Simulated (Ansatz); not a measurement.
Harmonic frequencies (cm⁻¹) at PBE0-D4/def2-TZVP from Ansatz: 120, 334, 346, 449, 674, 928, 948, 970, 1037, 1086, 1154, 1229, 1310, 1352, 1408, 1453, 1494, 1724, 3012, 3083, 3146, 3161, 3237, 3853.

Each molecule was computed in one conformer, which needn't be the lowest.

Task: Which molecule is it?
A. `C=CCO`
B. `C1COC1`
C. `C=C(C)O`
D. `CC(C)=O`

Result: A.
